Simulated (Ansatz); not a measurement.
Crystal: Ge.

```
Ge
1.0
     0.00000    2.88574    5.11566
     2.63050    0.00000    5.11566
     2.63050    2.88574    0.00000
Ge
4
Direct
  0.72649 0.27351 0.72649
  0.27351 0.72649 0.27351
  0.21813 0.21813 0.78187
  0.78187 0.78187 0.21813
```

This isn't the form of Ge at room conditions, which is diamond.

Base run:

- Program: Ansatz 0.2.0
- Functional: PBE
- Potentials or basis: all-electron LAPW, scalar-relativistic
- Cutoff: 246 eV (chosen from the basis error)
- Basis error allowed: 0.002 eV/atom
- k mesh: 7 × 7 × 7
- Occupations: gaussian, width 0.1 eV
- Spin: no spin polarisation

Its results: band gap on the k mesh none (metal or under the smearing width); pressure 0.1 GPa; largest force 0.053 eV/Å.

Question: The run is repeated on the same cell with these changes: functional from PBE to PBEsol; occupations from gaussian, width 0.1 eV to gaussian, width 0.02 eV. What comes out?

Answer: Band gap on the k mesh none (metal or under the smearing width); pressure -3.4 GPa; largest force 0.040 eV/Å.
